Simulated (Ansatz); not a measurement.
# Si5Mo: a trial structure relaxed, part 2 of 2

The task: take a trial cell of Si5Mo to zero force and stress.

Ansatz 0.2.0; DFT PBE, scalar-relativistic, plane waves, PAW.

### 5 Final relaxation

The end of the coarse run is made exact in the group found at a tolerance of 0.06 Å and reduced to its primitive cell.

The input, input.yaml:

```yaml
crystal:
  lattice:
    - [0.0, 3.4880984611, 3.4880984611]
    - [3.4880984611, 0.0, 3.4880984611]
    - [3.4880984611, 3.4880984611, 0.0]
  atoms:
    - { symbol: Si, position: [0.75, 0.75, 0.75] }
    - { symbol: Si, position: [0.3749592507, 0.3749592507, 0.8751222479] }
    - { symbol: Si, position: [0.3749592507, 0.8751222479, 0.3749592507] }
    - { symbol: Si, position: [0.3749592507, 0.3749592507, 0.3749592507] }
    - { symbol: Si, position: [0.8751222479, 0.3749592507, 0.3749592507] }
    - { symbol: Mo, position: [0.0, 0.0, 0.0] }
basis:
  ecutwfc: 420
kpoints:
  mp_grid: { grid: [10, 10, 10] }
hamiltonian:
  xc: pbe
scf:
  occupations: { method: gaussian, width: 0.1 }
output:
  forces: true
  stress: true
  eigenvalues: true
relax:
  adjacent_minimum: "off"
  f_tol: 0.01
  max_steps: 80
  cell: { stress_tol: 0.05 }
```

The run is started by

```sh
$ ansatz run input.yaml --threads 1 --pin off --max-ram 2560MiB --backend cpu --events-out ev --progress --plain --runs-dir out
```

Log:

```text
Warning: RAYON_NUM_THREADS=1 ignored (pool sized by the plan → 1); use --threads N
Engine: ansatz 0.2.0, x86_64-unknown-linux-gnu
Pseudopotentials: kind: paw
Pseudopotential: Si, paw, valence charge 4, recommended cutoff 420 eV (normal), Si.paw.azcp
Pseudopotential: Mo, paw, valence charge 14, recommended cutoff 420 eV (normal), Mo.paw.azcp
Functional definition: PBE
  parameter kappa = 0.804
  parameter beta = 0.06672455060314922
  exchange = pbe_x(kappa = kappa, mu = beta*pi^2/3)
  correlation = pbe_c(beta = beta)
Crystal: 6 atoms, lattice volume = 84.878 Å³
Basis set: ecut = 420 eV, 1639 PW (Γ), exchange–correlation on 72×72×72 points (8 copies of the dense FFT grid, shifted against one another)
Bands: 23, of which v1, the nominal top of the filled ones, is band 17 counted from 1 (16 counted from 0)
Symmetry: 24 space group operations
Space group: F-43m (ITA 216), of the structure as read, at distance tolerance 4.4e-5 Å
k-points: 47 of 1000 (time reversal used)
Non-local potential: Si, projectors of the file, l = 0: 2, l = 1: 2, l = 2: 2
Non-local potential: Mo, projectors of the file, l = 0: 3, l = 1: 2, l = 2: 2, l = 3: 1
PAW form: soft (Blöchl's): semilocal exchange-correlation on the pseudo side does not see the compensation charge
PAW one-centre angular grid: Si, 110 points (default); XC on 64 Gauss nodes
PAW one-centre angular grid: Mo, 590 points (default); XC on 64 Gauss nodes
Initial density: superposition of atomic densities (neutral atoms: chi_scale 0, normalization atom), corrected by the library's trained network
Initial wavefunctions: pseudopotential atomic-orbital guess
Functional: x = pbe(κ = 0.804, μ = 0.2195149727645171), c = pbe(β = 0.06672455060314922)
SCF iter   1: F=—  HF=-8132.188261 eV  |F-HF|=—  |Δ(HF+E_count)|=         —  Δρ=7.31e-3  dr2=1.01e-1  ethr=1.77e-3  ⟨swp⟩=6.0  Hψ=5567  notcnv=0
preconditioner: auto → Kerker (q_TF=auto, 2.342 Å⁻¹)  [metal: Δε(μ)=0.037 eV  Ē_g=7.109 eV  σ=0.100 eV  W_gap=0.21  n_scr=14 (ndim 8)  ℏωp=20.6 eV  f_vac=0.000  D(μ)=3.78/eV (n_scr^D=26)]
SCF iter   2: F=—  HF=-8132.177537 eV  |F-HF|=—  |Δ(HF+E_count)|=   1.07e-2  Δρ=3.91e-3  dr2=2.89e-2  ethr=2.97e-4  ⟨swp⟩=1.0  Hψ=1457  notcnv=0
SCF iter   3: F=—  HF=-8132.172991 eV  |F-HF|=—  |Δ(HF+E_count)|=   4.55e-3  Δρ=4.73e-4  dr2=3.21e-4  ethr=8.51e-5  ⟨swp⟩=2.2  Hψ=1290  notcnv=0
SCF iter   4: F=—  HF=-8132.172963 eV  |F-HF|=—  |Δ(HF+E_count)|=   2.80e-5  Δρ=1.37e-4  dr2=2.87e-5  ethr=9.43e-7  ⟨swp⟩=2.2  Hψ=1598  notcnv=0
SCF iter   5: F=—  HF=-8132.172949 eV  |F-HF|=—  |Δ(HF+E_count)|=   1.48e-5  Δρ=2.01e-5  dr2=2.83e-7  ethr=8.44e-8  ⟨swp⟩=2.4  Hψ=1582  notcnv=0
SCF iter   6: F=-8132.172949 eV  HF=-8132.172949 eV  |F-HF|=3.72e-8  |Δ(HF+E_count)|=   3.46e-8  Δρ=5.36e-6  dr2=4.45e-8  ethr=2.94e-10  ⟨swp⟩=7.7  Hψ=5061  notcnv=0
SCF 1 converged in 6 iterations: F = -8132.172949 eV  dr2 = 4.45e-8
relax step   1: F+E_penalty+E_count = -8132.17294851 eV  Δ(F+E_penalty+E_count) = +0.000e0 eV  max|allowed force component| = 1.075e-1 eV/Å  Δτ_max = 0.0000 Å  P = -0.139 GPa  Ω = 84.878 Å³  (6 SCF iters, dr2 threshold 1.00e-7 eV, accepted)
Crystal: 6 atoms, lattice volume = 84.799 Å³
Initial density: handed on by an earlier stage of this run
Initial wavefunctions: those handed on with the density
iter 1 solved again at ethr=1.79e-6 eV; its pass at ethr=3.10e-3 eV (dr2=6.09e-4 eV) is discarded
SCF iter   1: F=—  HF=-8132.175030 eV  |F-HF|=—  |Δ(HF+E_count)|=         —  Δρ=5.07e-4  dr2=6.58e-4  ethr=1.79e-6  ⟨swp⟩=2.0  Hψ=5303  notcnv=0
preconditioner: auto → Kerker (q_TF=auto, 2.343 Å⁻¹)  [metal: Δε(μ)=0.024 eV  Ē_g=7.092 eV  σ=0.100 eV  W_gap=0.13  n_scr=14 (ndim 8)  ℏωp=20.6 eV  f_vac=0.000  D(μ)=3.72/eV (n_scr^D=26)]
SCF iter   2: F=—  HF=-8132.174913 eV  |F-HF|=—  |Δ(HF+E_count)|=   1.17e-4  Δρ=2.75e-4  dr2=1.94e-4  ethr=1.79e-6  ⟨swp⟩=1.0  Hψ=1082  notcnv=0
SCF iter   3: F=—  HF=-8132.174851 eV  |F-HF|=—  |Δ(HF+E_count)|=   6.19e-5  Δρ=2.76e-5  dr2=4.69e-7  ethr=5.70e-7  ⟨swp⟩=2.1  Hψ=1550  notcnv=0
iter 4 did not close the SCF: its close was put off for the readings that it lacked (scf_convergence_deferred on its scf_iter line)
SCF iter   4: F=-8132.174851 eV  HF=-8132.174851 eV  |F-HF|=1.69e-9  |Δ(HF+E_count)|=   3.98e-8  Δρ=7.92e-6  dr2=3.29e-8  ethr=1.38e-9  ⟨swp⟩=2.3  Hψ=1730  notcnv=0
iter 5 did not close the SCF: its close was put off for the readings that it lacked (scf_convergence_deferred on its scf_iter line)
SCF iter   5: F=-8132.174851 eV  HF=-8132.174851 eV  |F-HF|=1.64e-11  |Δ(HF+E_count)|=  7.05e-10  Δρ=5.60e-7  dr2=1.73e-10  ethr=9.68e-11  ⟨swp⟩=1.0  Hψ=1083  notcnv=0
SCF iter   6: F=-8132.174851 eV  HF=-8132.174851 eV  |F-HF|=9.09e-13  |Δ(HF+E_count)|=  4.55e-12  Δρ=9.75e-8  dr2=6.51e-12  ethr=1.00e-12  ⟨swp⟩=1.0  Hψ=3033  notcnv=0
SCF 2 converged in 6 iterations: F = -8132.174851 eV  dr2 = 6.51e-12
relax step   2: F+E_penalty+E_count = -8132.17485095 eV  Δ(F+E_penalty+E_count) = -1.902e-3 eV  max|allowed force component| = 5.072e-2 eV/Å  Δτ_max = 0.0034 Å  P = -0.055 GPa  Ω = 84.799 Å³  energy of the carried Pulay correction = +1.471e-5 eV  (6 SCF iters, dr2 threshold 6.00e-7 eV, accepted)
Crystal: 6 atoms, lattice volume = 84.747 Å³
iter 1 solved again at ethr=1.33e-6 eV; its pass at ethr=3.10e-3 eV (dr2=4.52e-4 eV) is discarded
SCF iter   1: F=—  HF=-8132.175539 eV  |F-HF|=—  |Δ(HF+E_count)|=         —  Δρ=4.36e-4  dr2=4.91e-4  ethr=1.33e-6  ⟨swp⟩=2.1  Hψ=5249  notcnv=0
preconditioner: auto → Kerker (q_TF=auto, 2.343 Å⁻¹)  [metal: Δε(μ)=0.020 eV  Ē_g=7.095 eV  σ=0.100 eV  W_gap=0.11  n_scr=14 (ndim 8)  ℏωp=20.6 eV  f_vac=0.000  D(μ)=3.74/eV (n_scr^D=26)]
SCF iter   2: F=—  HF=-8132.175448 eV  |F-HF|=—  |Δ(HF+E_count)|=   9.17e-5  Δρ=2.41e-4  dr2=1.50e-4  ethr=1.33e-6  ⟨swp⟩=1.0  Hψ=1082  notcnv=0
SCF iter   3: F=—  HF=-8132.175393 eV  |F-HF|=—  |Δ(HF+E_count)|=   5.47e-5  Δρ=2.41e-5  dr2=2.69e-7  ethr=4.40e-7  ⟨swp⟩=2.2  Hψ=1588  notcnv=0
iter 4 did not close the SCF: its close was put off for the readings that it lacked (scf_convergence_deferred on its scf_iter line)
SCF iter   4: F=-8132.175393 eV  HF=-8132.175393 eV  |F-HF|=2.99e-9  |Δ(HF+E_count)|=   6.60e-8  Δρ=7.93e-6  dr2=3.42e-8  ethr=7.92e-10  ⟨swp⟩=2.3  Hψ=1712  notcnv=0
iter 5 did not close the SCF: its close was put off for the readings that it lacked (scf_convergence_deferred on its scf_iter line)
SCF iter   5: F=-8132.175393 eV  HF=-8132.175393 eV  |F-HF|=4.91e-11  |Δ(HF+E_count)|=   1.17e-9  Δρ=5.74e-7  dr2=2.21e-10  ethr=1.01e-10  ⟨swp⟩=1.0  Hψ=1081  notcnv=0
SCF iter   6: F=-8132.175393 eV  HF=-8132.175393 eV  |F-HF|=6.37e-12  |Δ(HF+E_count)|=  1.91e-11  Δρ=9.51e-8  dr2=9.04e-12  ethr=1.00e-12  ⟨swp⟩=1.0  Hψ=3007  notcnv=0
SCF 3 converged in 6 iterations: F = -8132.175393 eV  dr2 = 9.04e-12
relax step   3: F+E_penalty+E_count = -8132.17539305 eV  Δ(F+E_penalty+E_count) = -5.421e-4 eV  max|allowed force component| = 2.375e-4 eV/Å  Δτ_max = 0.0030 Å  P = -0.000 GPa  Ω = 84.747 Å³  energy of the carried Pulay correction = +2.437e-5 eV  (6 SCF iters, dr2 threshold 1.61e-7 eV, accepted)
Initial wavefunctions: pseudopotential atomic-orbital guess (no wavefunctions were taken with the density)
iter 1 solved again at ethr=1.01e-6 eV; its pass at ethr=3.10e-3 eV (dr2=3.43e-4 eV) is discarded
SCF iter   1: F=—  HF=-8132.175380 eV  |F-HF|=—  |Δ(HF+E_count)|=         —  Δρ=1.99e-6  dr2=1.35e-9  ethr=1.01e-6  ⟨swp⟩=2.7  Hψ=7953  notcnv=0
eigensolver tolerance schedule: the retry pair's looser diagonalisation over-reported the residual by 253132.06 of it (diagonalisation noise at an unbounded share of the residual, at the tolerance the schedule requests for it); recorded, not acted on — ethr = c·dr2/N_el stays at c = 1.0e-1
preconditioner: auto → Kerker (q_TF=auto, 2.343 Å⁻¹)  [metal: Δε(μ)=0.020 eV  Ē_g=7.095 eV  σ=0.100 eV  W_gap=0.11  n_scr=14 (ndim 8)  ℏωp=20.6 eV  f_vac=0.000  D(μ)=3.73/eV (n_scr^D=26)]
SCF iter   2: F=—  HF=-8132.175367 eV  |F-HF|=—  |Δ(HF+E_count)|=   1.31e-5  Δρ=1.01e-6  dr2=2.55e-10  ethr=3.99e-12  ⟨swp⟩=3.6  Hψ=2727  notcnv=0
SCF iter   3: F=—  HF=-8132.175367 eV  |F-HF|=—  |Δ(HF+E_count)|=  1.24e-10  Δρ=5.62e-7  dr2=8.78e-11  ethr=1.00e-12  ⟨swp⟩=1.0  Hψ=1081  notcnv=0
iter 4 did not close the SCF: its close was put off for the readings that it lacked (scf_convergence_deferred on its scf_iter line)
SCF iter   4: F=-8132.175367 eV  HF=-8132.175367 eV  |F-HF|=0.00e0  |Δ(HF+E_count)|=  5.37e-11  Δρ=3.18e-8  dr2=1.61e-12  ethr=1.00e-12  ⟨swp⟩=1.0  Hψ=1081  notcnv=0
iter 5 did not close the SCF: its close was put off for the readings that it lacked (scf_convergence_deferred on its scf_iter line)
SCF iter   5: F=-8132.175367 eV  HF=-8132.175367 eV  |F-HF|=9.09e-13  |Δ(HF+E_count)|=  1.82e-12  Δρ=1.48e-8  dr2=3.65e-13  ethr=1.00e-12  ⟨swp⟩=1.0  Hψ=1081  notcnv=0
iter 6 did not close the SCF: its close was put off for the readings that it lacked (scf_convergence_deferred on its scf_iter line)
SCF iter   6: F=-8132.175367 eV  HF=-8132.175367 eV  |F-HF|=0.00e0  |Δ(HF+E_count)|=    0.00e0  Δρ=5.52e-9  dr2=3.82e-14  ethr=1.00e-12  ⟨swp⟩=1.0  Hψ=1081  notcnv=0
iter 7 did not close the SCF: its close was put off for the readings that it lacked (scf_convergence_deferred on its scf_iter line)
SCF iter   7: F=-8132.175367 eV  HF=-8132.175367 eV  |F-HF|=4.55e-12  |Δ(HF+E_count)|=  2.73e-12  Δρ=2.18e-9  dr2=6.33e-15  ethr=1.00e-12  ⟨swp⟩=1.0  Hψ=1081  notcnv=0
SCF iter   8: F=-8132.175367 eV  HF=-8132.175367 eV  |F-HF|=1.82e-12  |Δ(HF+E_count)|=  2.73e-12  Δρ=4.25e-10  dr2=2.34e-16  ethr=1.00e-12  ⟨swp⟩=1.0  Hψ=2350  notcnv=0
SCF 4 converged in 8 iterations: F = -8132.175367 eV  dr2 = 2.34e-16
relax step   4: F+E_penalty+E_count = -8132.17536660 eV  Δ(F+E_penalty+E_count) = +2.645e-5 eV  max|allowed force component| = 2.402e-4 eV/Å  Δτ_max = 0.0000 Å  P = -0.000 GPa  Ω = 84.747 Å³  stress off target by 3.21e-4 GPa  SCF on the basis re-selected at this cell (its energy is not comparable with the rows above)  (8 SCF iters)
basis re-selected at this cell: Δ(F+E_penalty+E_count) = +2.645e-5 eV, ΔP = -0.000 GPa vs the last step (what re-selecting the basis moved, of the pressure what is left beyond the Pulay correction that the steps carried, after the strain that the cell walked since its last selection, with what the two solves' SCF thresholds leave and, on support functions, any second-order correction that the steps lacked; it is no measure of the basis error at this ecutwfc). This SCF's stress stands 3.21e-4 GPa from its target on what of the cell is left free (relax.cell.stress_tol is 5.00e-2 GPa) and its largest allowed force component is 2.40e-4 eV/Å (relax.f_tol is 1.00e-2 eV/Å): within both
SCF converged after 8 iterations
Free energy (F): -8132.175367 eV
Harris-Foulkes:  -8132.175367 eV  (|F-HF|=1.82e-12)
Internal energy: -8132.156732 eV  (E = F + TS)
E sigma→0 (E₀):  -8132.166049 eV
Entropy (-TS):   -0.018635 eV (-3.106 meV/atom)
Fermi energy:    13.496247 eV
--- Per-component energies (eV) ---
  E_band       = -23.484027
  E_kinetic    = 653.359132
  E_local      = -1310.425679  (includes V_loc(G=0)·N_el)
  E_nonlocal   = 270.738439
  E_hartree    = 494.023749
  E_xc         = -465.579866
  E_vxc        = -470.872347  (∫ρ·V_xc dr)
  E_paw        = -5763.073941  (= ΣΔE_a)
  E_vpaw       = -154.331138  (= ΣTr[D̂ρ^β])
  E_aug_tail   = 0.000069  (compensation charges beyond the density's cutoff)
  E_ewald      = -2011.198635
  E_smearing   = -0.018635  (= −TS)
  E_closure    = 0.000000  (closes the sum)
  Σ components = -8132.175367   (vs F -8132.175367, Δ=0.00e0)
--- Forces (eV/Å), atoms counted from 1 ---
  atom   1  Si     0.00000000    -0.00000000    -0.00000000
  atom   2  Si     0.00024021     0.00024021    -0.00024021
  atom   3  Si     0.00024021    -0.00024021     0.00024021
  atom   4  Si    -0.00024021    -0.00024021    -0.00024021
  atom   5  Si    -0.00024021     0.00024021     0.00024021
  atom   6  Mo    -0.00000000     0.00000000     0.00000000
  max |Σ_I F_I| component: 6.88e-17 eV/Å
--- Stress (GPa, compression-positive) ---
       -0.000321       0.000000       0.000000
        0.000000      -0.000321      -0.000000
        0.000000      -0.000000      -0.000321
  P = ⅓ Tr σ = -0.0003 GPa (-0.003 kbar)
--- Band table (eV; the first three rows and the last of 47) ---
  k-point 0: bands = ["-48.0256", "-22.1153", "-22.1153", "-22.1153", "-1.3423", "5.3530", "6.8082", "6.8082", "6.8082", "7.4358", "7.8902", "7.8902", "7.8902", "8.9904", "8.9904", "12.5475", "12.5475", "12.5475", "14.6769", "14.6769", "14.6769", "15.7961", "15.7961"]
  k-point 1: bands = ["-48.0256", "-22.1157", "-22.1153", "-22.1153", "-1.2568", "4.9100", "6.2846", "6.7054", "6.7054", "7.6168", "7.8545", "7.8545", "8.9082", "9.2360", "9.2360", "12.0783", "12.5012", "12.5012", "14.7040", "14.7040", "14.9073", "15.9035", "15.9035"]
  k-point 2: bands = ["-48.0256", "-22.1168", "-22.1155", "-22.1155", "-1.0048", "3.9551", "5.7399", "6.4629", "6.4629", "7.8690", "7.8690", "8.2777", "9.7424", "9.7424", "10.1893", "11.6143", "12.4254", "12.4254", "14.7453", "14.7453", "15.0441", "16.2430", "16.2430"]
  k-point 46: bands = ["-48.0255", "-22.1185", "-22.1177", "-22.1169", "1.2177", "1.4282", "3.2334", "4.4319", "7.1028", "8.4132", "8.5562", "9.5348", "11.1542", "11.2646", "12.0624", "12.5590", "13.5862", "13.7388", "14.0605", "14.3719", "15.9691", "16.3313", "16.5584"]
--- Relaxed structure (3 steps of the walk, 3 accepted, 1 SCFs on fresh bases) ---
  F+E_penalty+E_count = -8132.17536660 eV   max|allowed force component| = 2.402e-4 eV/Å   (the final SCF, on the basis selected at the relaxed cell)
  cell:  # Å, volume = 84.7470 Å³
    - [-5.557140123376751e-34, 3.486300178671248, 3.486300178671248]
    - [3.486300178671248, -7.961518801399385e-36, 3.486300178671248]
    - [3.486300178671248, 3.486300178671248, -9.80859116332401e-34]
  atoms:
    - { symbol: Si, position: [0.75, 0.75, 0.75] }
    - { symbol: Si, position: [0.37548457988214634, 0.37548457988214634, 0.8735462603535614] }
    - { symbol: Si, position: [0.37548457988214634, 0.8735462603535614, 0.37548457988214634] }
    - { symbol: Si, position: [0.37548457988214634, 0.37548457988214634, 0.37548457988214634] }
    - { symbol: Si, position: [0.8735462603535614, 0.37548457988214634, 0.37548457988214634] }
    - { symbol: Mo, position: [-6.216580091283262e-20, -1.3240768367662246e-34, 5.1804834094027106e-20] }
```

It took 35 s on 1 thread of Intel Xeon at 2.70GHz, shared host; peak memory 0.41 GiB.

Step by step:

| step | E - E(step 1) (eV/cell) | largest force component (eV/Å) | pressure (GPa) | volume (Å³) |
| --- | --- | --- | --- | --- |
| 1 | 0.0000 | 0.1075 | -0.14 | 84.88 |
| 2 | -0.0019 | 0.0507 | -0.05 | 84.80 |
| 3 | -0.0024 | 0.0002 | 0.00 | 84.75 |
| 4 | -0.0024 | 0.0002 | 0.00 | 84.75 |

Step 1 is the start. Step 4 repeats the geometry before it on a plane-wave basis chosen anew for that cell, so its energy need not be comparable with the rows above.

Lengths and angles in the start's conventional setting:

|  | before | after | change |
| --- | --- | --- | --- |
| a (Å) | 6.976 | 6.973 | -0.1 % |
| b (Å) | 6.976 | 6.973 | -0.1 % |
| c (Å) | 6.976 | 6.973 | -0.1 % |
| volume (Å³/atom) | 14.15 | 14.12 | -0.2 % |
| shortest distance (Å) | 2.466 | 2.456 | -0.4 % |
| space group (0.01 Å) | F-43m | F-43m | same |

The run keeps the 24 symmetry operations of the start, so it could not have lowered the symmetry.

### 6 Variant: occupations.method methfessel_paxton, occupations.width 0.01, n_extra_bands 8

The input, input.yaml:

```yaml
crystal:
  lattice:
    - [0.0, 3.4863001787, 3.4863001787]
    - [3.4863001787, 0.0, 3.4863001787]
    - [3.4863001787, 3.4863001787, 0.0]
  atoms:
    - { symbol: Si, position: [0.75, 0.75, 0.75] }
    - { symbol: Si, position: [0.3754845799, 0.3754845799, 0.8735462604] }
    - { symbol: Si, position: [0.3754845799, 0.8735462604, 0.3754845799] }
    - { symbol: Si, position: [0.3754845799, 0.3754845799, 0.3754845799] }
    - { symbol: Si, position: [0.8735462604, 0.3754845799, 0.3754845799] }
    - { symbol: Mo, position: [0.0, 0.0, 0.0] }
basis:
  ecutwfc: 420
kpoints:
  mp_grid: { grid: [10, 10, 10] }
hamiltonian:
  xc: pbe
scf:
  occupations: { method: methfessel_paxton, width: 0.01 }
  n_extra_bands: 8
output:
  forces: true
  eigenvalues: true
  stress: true
```

The run is started by

```sh
$ ansatz run input.yaml --threads 1 --pin off --max-ram 2560MiB --backend cpu --events-out ev --progress --plain --runs-dir out
```

Log, shortened:

```text
Warning: RAYON_NUM_THREADS=1 ignored (pool sized by the plan → 1); use --threads N
scf.n_extra_bands = 8 over 17 filled bands (N_el = 34.0): the run solves 25 bands
[...]
[... 4 set-up lines as earlier in the session ...]
[...]
Crystal: 6 atoms, lattice volume = 84.747 Å³
Basis set: ecut = 420 eV, 1639 PW (Γ), exchange–correlation on 72×72×72 points (8 copies of the dense FFT grid, shifted against one another)
Bands: 25, of which v1, the nominal top of the filled ones, is band 17 counted from 1 (16 counted from 0)
[... 2 set-up lines as earlier in the session ...]
k-points: 47 of 1000 (time reversal used)
[...]
Stability not checked: this state was not tested for a lower state beside it, because cold or Methfessel-Paxton smearing, or corrected tetrahedra, fill the levels in a way that the test cannot read (fill_not_monotonic; see scf.lower_state_search)
Free energy (F): -8132.166652 eV
[...]
E sigma→0 (E₀):  -8132.166628 eV
Entropy (-TS):   -0.000096 eV (-0.016 meV/atom)
Fermi energy:    13.517469 eV
[...]
--- Forces (eV/Å), atoms counted from 1 ---
  atom   1  Si     0.00000000    -0.00000000     0.00000000
  atom   2  Si     0.00911113     0.00911113    -0.00911113
  atom   3  Si     0.00911113    -0.00911113     0.00911113
  atom   4  Si    -0.00911113    -0.00911113    -0.00911113
  atom   5  Si    -0.00911113     0.00911113     0.00911113
  atom   6  Mo    -0.00000000     0.00000000    -0.00000000
[...]
--- Stress (GPa, compression-positive) ---
       -0.037455      -0.000000       0.000000
        0.000000      -0.037455      -0.000000
        0.000000      -0.000000      -0.037455
  P = ⅓ Tr σ = -0.0375 GPa (-0.375 kbar)
--- Band table (eV; the first three rows and the last of 47) ---
[... band rows left out ...]
[...]
```

It took 7.4 s on 1 thread of Intel Xeon at 2.70GHz, shared host; peak memory 0.39 GiB.

```
    run     ending        energy change  pressure (GPa)  gap (eV)  force (eV/Å)  cycles   time
 step 5  converged                    0             0.0      0.00          0.00       -   35 s
variant  converged  -0.1 meV/atom (σ→0)             0.0      0.00          0.02       6  7.4 s
```

Changing the smearing and band count hardly moves the energy: -0.1 meV/atom.

### 7 What came out

What follows sums up all 2 parts. Changes of volume or cell count from the first structure of part 1.

```
                              quantity                                                                      value
symmetry at the end (tolerance 0.05 Å)                                                space group F-43m (No. 216)
                     conventional cell  a = 6.973 Å, b = 6.973 Å, c = 6.973 Å, α = 90.00°, β = 90.00°, γ = 90.00°
                                volume                                                              14.12 Å³/atom
              energy over the elements                                                              +0.48 eV/atom
                       gap on the mesh                                                               none (metal)
```

In words: The space group F-43m (No. 216) is kept, and the volume per atom shrinks by 13.7 % from the first guess. With a positive formation energy it can't be a ground state. No finished test with a distortion of lower symmetry is shown, so the end may be a saddle point. Other magnetic orders were not searched.
